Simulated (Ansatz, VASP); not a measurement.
## S: VASP beside Ansatz

```
CELL_PARAMETERS angstrom
3.24276 0.00000 0.00000
-1.62138 2.80831 0.00000
0.00000 0.00000 3.51659
ATOMIC_POSITIONS crystal
S 0.33333 0.66667 0.25000
S 0.66667 0.33333 0.75000
```

Alike in both runs: functional PBEsol; k mesh 6 × 6 × 6; occupations gaussian, width 0.1 eV; no spin polarisation.

Ansatz relaxed the structure, and its values are those at the end. VASP's run is a single point on that final structure, the one shown.

|  | VASP | Ansatz |
| --- | --- | --- |
| version | VASP 6.6.1 | Ansatz 0.2.0 |
| potentials or method | VASP PAW PBE potentials, release 64 (S) | scalar-relativistic, plane waves, PAW |
| plane-wave cutoff (eV) | 520 | 420 |
| valence electrons in the cell | 12 | 12 |

VASP gave:

```
gap on the k mesh at the Fermi level (eV) : none
pressure (GPa)                            : 0.1
```

Estimate Ansatz's values.

gap on the k mesh at the Fermi level (eV): none; pressure (GPa): 0.0.

A gap of «none» marks a metal or a gap that the smearing closes.

Caveats: the k mesh is coarse (spacing up to 0.37 Å⁻¹), so the values aren't converged; the PAW data sets were made with another functional, which shifts forces and pressure a little (VASP).
